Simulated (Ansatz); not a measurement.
# La3YO6: the cost of one run

Computed with Ansatz 0.2.0 (DFT r2SCAN, scalar-relativistic, plane waves, PAW).

1 further run of the same task is left out (set aside as unsound or not needed).

## Step 1: Starting point

Symmetry: P3m1, No. 156, trigonal system. Conventional cell: a = 3.880 Å, b = 3.880 Å, c = 12.227 Å, α = 90.00°, β = 90.00°, γ = 120.00°. La (site symmetry 3m) is surrounded by 7 O at 2.33 to 2.78 Å. La (site symmetry 3m) has 7 O at 2.36 to 2.68 Å as nearest neighbours. Around La (site symmetry 3m) lie 7 O at 2.36 to 2.66 Å. Around Y (site symmetry 3m) lie 7 O at 2.23 to 2.69 Å. O (site symmetry 3m) is surrounded by 1 Y at 2.23 Å and 3 La at 2.36 Å. O (site symmetry 3m) has 4 La at 2.36 to 2.44 Å as nearest neighbours. O (site symmetry 3m) has 3 Y at 2.29 Å and 1 La at 2.51 Å as nearest neighbours. O (site symmetry 3m) has 4 La at 2.33 to 2.56 Å as nearest neighbours. Only part of the 10 independent sites is listed.

Coordinates:

```cif
data_structure
_symmetry_space_group_name_H-M 'P3m1'
_symmetry_Int_Tables_number 156
_cell_length_a 3.8800
_cell_length_b 3.8800
_cell_length_c 12.2273
_cell_angle_alpha 90.000
_cell_angle_beta 90.000
_cell_angle_gamma 120.000
_cell_volume 159.41
loop_
_atom_site_label
_atom_site_type_symbol
_atom_site_symmetry_multiplicity
_atom_site_Wyckoff_symbol
_atom_site_fract_x
_atom_site_fract_y
_atom_site_fract_z
_atom_site_occupancy
La1 La 1 c 0.66667 0.33333 0.87256 1
La2 La 1 b 0.33333 0.66667 0.12773 1
La3 La 1 b 0.33333 0.66667 0.61158 1
Y1 Y 1 c 0.66667 0.33333 0.37139 1
O1 O 1 c 0.66667 0.33333 0.18878 1
O2 O 1 c 0.66667 0.33333 0.67270 1
O3 O 1 b 0.33333 0.66667 0.33285 1
O4 O 1 b 0.33333 0.66667 0.82115 1
O5 O 1 a 0.00000 0.00000 0.00762 1
O6 O 1 a 0.00000 0.00000 0.49363 1
```

The cell was relaxed beforehand at this level, from a generated guess; it is a trial structure. At a tolerance of 0.02 Å it has space group P3m1 (No. 156); it has 15.94 Å³/atom, an uncorrected energy of -3.40 eV/atom over the elements and, on its mesh, gap 3.90 eV.

## Step 2: The same geometry with r2SCAN

input.yaml

```yaml
crystal:
  lattice:
    - [3.8800151224, 0.0, 0.0]
    - [-1.9400075612, 3.360191663, 0.0]
    - [0.0, 0.0, 12.2272742087]
  atoms:
    - { symbol: La, position: [0.6666666667, 0.3333333333, 0.8725629298] }
    - { symbol: La, position: [0.3333333333, 0.6666666667, 0.1277337649] }
    - { symbol: La, position: [0.3333333333, 0.6666666667, 0.611575511] }
    - { symbol: "Y", position: [0.6666666667, 0.3333333333, 0.3713903223] }
    - { symbol: O, position: [0.6666666667, 0.3333333333, 0.1887829863] }
    - { symbol: O, position: [0.6666666667, 0.3333333333, 0.6726961281] }
    - { symbol: O, position: [0.3333333333, 0.6666666667, 0.3328522973] }
    - { symbol: O, position: [0.3333333333, 0.6666666667, 0.8211547353] }
    - { symbol: O, position: [0.0, 0.0, 0.0076182536] }
    - { symbol: O, position: [0.0, 0.0, 0.4936330713] }
basis:
  ecutwfc: 500
kpoints:
  mp_grid: { grid: [6, 6, 2] }
  band_path:
    path:
      - [[0.0, 0.0, 0.0], [0.5, 0.0, 0.0], [0.33333333, 0.33333333, 0.0], [0.0, 0.0, 0.0], [0.0, 0.0, 0.5], [0.5, 0.0, 0.5], [0.33333333, 0.33333333, 0.5], [0.0, 0.0, 0.5]]
      - [[0.5, 0.0, 0.5], [0.5, 0.0, 0.0]]
      - [[0.33333333, 0.33333333, 0.5], [0.33333333, 0.33333333, 0.0]]
    npoints: 14
hamiltonian:
  xc: r2scan
scf:
  occupations: { method: gaussian, width: 0.02 }
  n_extra_bands: 25
output:
  forces: true
  stress: true
  eigenvalues: true
  populations: true
  dos: { projected: true, de: 0.02, nscf_kmesh: { grid: [9, 9, 3] } }
  bader: true
  write_density: true
  write_potential: true
  elf: true
  volumetric_format: npy
```

Started as:

```
> ansatz run input.yaml --threads 1 --pin off --max-ram 2560MiB --backend cpu --events-out ev --progress --plain --runs-dir out
```

What time and memory should one allow on 1 thread of Intel Xeon Platinum 8488C (Sapphire Rapids), shared host?

About 3.2 min, with a peak of 1.3 GiB.
